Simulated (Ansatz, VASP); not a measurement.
## SiC in VASP and in Ansatz

```
CELL_PARAMETERS angstrom
3.09194 0.00000 0.00000
-1.54597 2.67770 0.00000
0.00000 0.00000 5.07429
ATOMIC_POSITIONS crystal
Si 0.33333 0.66667 0.49958
Si 0.66667 0.33333 0.99958
C 0.33333 0.66667 0.87542
C 0.66667 0.33333 0.37542
```

Alike in both runs: task single point; functional PBE; k mesh 9 × 9 × 4; no spin polarisation.

|  | VASP | Ansatz |
| --- | --- | --- |
| version | VASP 6.6.1 | Ansatz 0.2.0 |
| potentials or method | VASP PAW PBE potentials, release 64 (Si, C) | plane waves, PAW |
| plane-wave cutoff (eV) | 520 | 420 |
| occupations | gaussian, width 0.01 eV | fixed |
| valence electrons in the cell | 16 | 16 |

Ansatz gave:

- gap on the k mesh at the Fermi level (eV): 2.31
- pressure (GPa): 0.0

Task: What did VASP give for the same quantities?

Result: gap on the k mesh at the Fermi level (eV): 2.30; pressure (GPa): 0.0.

Caveats: an odd mesh through Γ misses points on the zone boundary, where band edges often lie.
